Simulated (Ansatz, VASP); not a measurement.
# Two plane-wave programs on Ru

```xyz
4
Lattice="2.7207 0.0000 0.0000 -1.3604 2.3562 0.0000 0.0000 0.0000 22.4441" Properties=species:S:1:pos:R:3 pbc="T T T"
Ru    2.0406    0.3927    8.0000
Ru   -0.6802    1.9635   10.1480
Ru    2.0406    0.3927   12.2961
Ru   -0.6802    1.9635   14.4441
```

Alike in both runs: task single point; functional PBE; k mesh 14 × 14 × 1; occupations fermi-dirac, width 0.08 eV; no spin polarisation.

|  | VASP | Ansatz |
| --- | --- | --- |
| version | VASP 6.6.1 | Ansatz 0.2.0 |
| potentials or method | VASP PAW PBE potentials, release 64 (Ru_pv) | PAW with Ansatz's default frozen-core files, scalar-relativistic |
| plane-wave cutoff (eV) | 520 | 420 |
| valence electrons in the cell | 56 | 64 |

|  | VASP | Ansatz | Ansatz less VASP |
| --- | --- | --- | --- |
| rms of the force components (eV/Å) | 0.378 | 0.379 | +0.0007 |

Atom by atom the forces differ by 0.002 eV/Å (rms over components). The functional is the same, so the differences come from potentials, cutoffs and numerics. The two sets of potentials don't hold the same shells in valence.
